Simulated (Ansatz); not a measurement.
**What settings do to one calculation: Si started in the widest void in 4H-SiC, 33 atoms, charge +1**

Ansatz (PAW, plane waves), atoms fixed. The base input:

```yaml
crystal:
  lattice:
    - [6.156136, 0.000000, 0.000000]
    - [0.000000, 5.331370, 0.000000]
    - [0.000000, 0.000000, 10.075947]
  atoms:
    - { symbol: Si, position: [0.002239, 0.001556, 0.499931], spin: 0.143 }
    - { symbol: Si, position: [0.497899, 0.000475, 0.499888] }
    - { symbol: Si, position: [0.249543, 0.500204, 0.502363] }
    - { symbol: Si, position: [0.754209, 0.495502, 0.498160] }
    - { symbol: Si, position: [0.003223, 0.334857, 0.251780], spin: 0.143 }
    - { symbol: Si, position: [0.498940, 0.330600, 0.250490] }
    - { symbol: Si, position: [0.245959, 0.828561, 0.251890] }
    - { symbol: Si, position: [0.753154, 0.836432, 0.249266], spin: 0.143 }
    - { symbol: Si, position: [0.250247, 0.169529, 0.749220] }
    - { symbol: Si, position: [0.996508, 0.667984, 0.748079] }
    - { symbol: Si, position: [0.749433, 0.166647, 0.751468] }
    - { symbol: Si, position: [0.497589, 0.667961, 0.749964] }
    - { symbol: Si, position: [0.997316, 0.001363, 0.001132] }
    - { symbol: Si, position: [0.503620, 0.997220, 0.001880] }
    - { symbol: Si, position: [0.253011, 0.502702, 0.000792] }
    - { symbol: Si, position: [0.748849, 0.500345, 0.998467] }
    - { symbol: Si, position: [0.869925, 0.085435, 0.343942], spin: 0.143 }
    - { symbol: C, position: [0.998617, 0.006724, 0.189494], spin: 0.143 }
    - { symbol: C, position: [0.498118, 0.001576, 0.188458] }
    - { symbol: C, position: [0.250175, 0.505855, 0.188379] }
    - { symbol: C, position: [0.748840, 0.500951, 0.188348] }
    - { symbol: C, position: [0.005597, 0.003559, 0.685845] }
    - { symbol: C, position: [0.495908, 0.994658, 0.685673] }
    - { symbol: C, position: [0.249799, 0.499070, 0.684300] }
    - { symbol: C, position: [0.745647, 0.501832, 0.687100] }
    - { symbol: C, position: [0.003333, 0.330450, 0.436796], spin: 0.143 }
    - { symbol: C, position: [0.500177, 0.330267, 0.439596] }
    - { symbol: C, position: [0.248676, 0.831227, 0.435923] }
    - { symbol: C, position: [0.747922, 0.830592, 0.435426], spin: 0.143 }
    - { symbol: C, position: [0.248737, 0.171426, 0.939358] }
    - { symbol: C, position: [0.000724, 0.667100, 0.940648] }
    - { symbol: C, position: [0.749612, 0.164803, 0.937886] }
    - { symbol: C, position: [0.499657, 0.665129, 0.934505] }
kpoints:
  mp_grid: { grid: [2, 2, 2], shift: [0.5, 0.5, 0.5] }
hamiltonian:
  xc: pbesol
total_charge: 1
magnetization:
  spin_polarized: true
scf:
  occupations: { method: fermi_dirac, width: 0.01 }
output:
  forces: true
  eigenvalues: true
  populations: true
  charged_corrections: { epsilon: 9.7 }
```

Command:

```sh
ansatz run in.yaml --threads 7 --pin off --max-ram 13300MiB --runs-dir r --events-out ev --progress --plain
```

It converged in 18 iterations and 10 s of wall time on 7 threads of a Neoverse-V2 processor, on a host shared with other runs; peak host memory 1.5 GiB; largest force component 11.75 eV/Å. The cutoff was the default, 420 eV. The base isn't a converged reference: it has few k points, and its atoms are unrelaxed, some of them close together. Each run below changes the keys shown and caps the iterations.

| run | changed | ending | iterations | free energy less the base (meV per atom) | rms change of forces (eV/Å) | change of pressure (GPa) | wall time (s, shared host) |
| --- | --- | --- | --- | --- | --- | --- | --- |
| 1 | dr2_threshold 1e-09, dispersion d4, width 0.1 eV, max_iter 50 | converged | 17 | other zero | 0.084 | – | 9.7 CPU |
| 2 | accuracy low (cutoff and grids as in the base), max_iter 60 | converged | 18 | 0.0 | 0.000 | – | 8.9 CPU |
| 3 | max_iter 100, k points a 2×2×1 mesh centred on Γ | converged | 14 | 1.7 | 0.288 | – | 4.3 CPU |
| 4 | ecutrho_ratio 1, xc lda, max_iter 60 | converged | 16 | other zero | 0.209 | – | 7.8 CPU |
| 5 | xc pbe, xc_grid 1 (2 is the default), max_iter 70 | converged | 15 | other zero | 0.054 | – | 8.4 CPU |
| 6 | mixing algorithm anderson, max_iter 70 | converged | 20 | 0.0 | 0.000 | – | 10 CPU |

«Other zero»: another functional, charge or dispersion term moves the zero of energy, so the difference says nothing of accuracy.

Problem. Which changes leave the result alone, and which of the same physical model moves the forces most?

Solution. The forces move by under 0.002 eV/Å in runs 2, 6. Run 3 (max_iter 100, k points a 2×2×1 mesh centred on Γ) moves them most among the runs with the same functional, charge and dispersion term, by 0.288 eV/Å.
